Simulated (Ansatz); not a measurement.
SnO, DFT, PBEsol, all-electron LAPW, scalar-relativistic (Ansatz 0.2.0), run on 1 thread of AMD EPYC 9B14 (Zen 4) on a shared host.

The structure comes from a relaxation in the same program, started in the zincblende type, and has space group F-43m. Whether it is a known phase or the ground state wasn't checked.

Command: `ansatz run input.yaml --threads 1 --pin off --max-ram 2048MiB --backend cpu --events-out ev --progress --plain --runs-dir out`

```yaml
crystal:
  lattice:
    - [0.0, 2.7375941725, 2.7375941725]
    - [2.7375941725, 0.0, 2.7375941725]
    - [2.7375941725, 2.7375941725, 0.0]
  atoms:
    - { symbol: Sn, position: [0.0, 0.0, 0.0] }
    - { symbol: O, position: [0.25, 0.25, 0.25] }
kpoints:
  mp_grid: { grid: [12, 12, 12] }
  band_path:
    path:
      - [0.0, 0.0, 0.0]
      - [-0.5, -0.5, 0.0]
      - [-0.375, -0.375, 0.25]
      - [-0.375, 0.0, 0.375]
      - [0.0, 0.0, 0.0]
      - [0.0, 0.0, 0.5]
      - [-0.5, -0.25, 0.25]
      - [-0.5, -0.5, 0.0]
    npoints: 5
scf:
  occupations: { method: fermi_dirac, width: 0.08 }
hamiltonian:
  xc: pbesol
  pseudopotentials: { kind: all_electron, lapw: { basis_error: 0.001 } }
output:
  forces: true
  stress: true
  eigenvalues: true
```

Q: How large is the problem that the program sets up?

A: 72 irreducible k-points, 531 plane waves at Γ, 19 bands.

Q: Estimate the wall time and the peak memory.

A: 16 s of wall time for 8 SCF iterations, with a peak of 0.41 GiB. Times on shared machines scatter by tens of per cent.

Q: And the same cell and mesh by PAW (frozen-core files), asked for forces, stress, eigenvalues, efg and the same band path, on the same hardware?

A: 4.1 s, peak memory 0.46 GiB.
